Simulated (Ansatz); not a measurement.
Consider the formal exchange of groups at the Si–H bond: `C[SiH](F)Cl` + diethyl ether → `CCO[Si](C)(F)Cl` + ethane.

Program: Ansatz. Geometries: PBE0-D4/def2-TZVP. ΔE: electronic, gas phase. CBS: MP2 limit from def2 TZ/QZ plus the TZ coupled-cluster correction, frozen cores. This one scheme is used for every species. DFT in def2-TZVPP. One conformer a species, not always the lowest.

CCSD(T)/CBS gives -46.8 kcal/mol.

Problem. Another level gave -45.4 kcal/mol. Which?
A. SCS-MP2/def2-TZVPP
B. PBE0-D4/def2-TZVPP
C. PBE-D4/def2-TZVPP
D. PBE/def2-TZVPP

Solution. B. PBE0-D4 -45.4, SCS-MP2/def2-TZVPP -46.8, PBE -43.0, PBE-D4 -44.0 kcal/mol.

Largest T1 diagnostic among the species: 0.010.

From PBE to PBE0 (25 % exact exchange), in def2-TZVPP and without D4, ΔE moves by −1.4 kcal/mol. The D4 term adds −1.6 kcal/mol with B3LYP and −0.9 kcal/mol with PBE0; it sums over pairs of atoms, weighted by their polarisabilities, and B3LYP, whose exchange is more repulsive, gets the larger term.

B3LYP here is the variant with VWN-RPA as its local correlation; programs differ in this.

CCSD(T)/CBS has its own doubt, a few kJ/mol and more with outer-core shells, so smaller differences from it don't rank the levels.
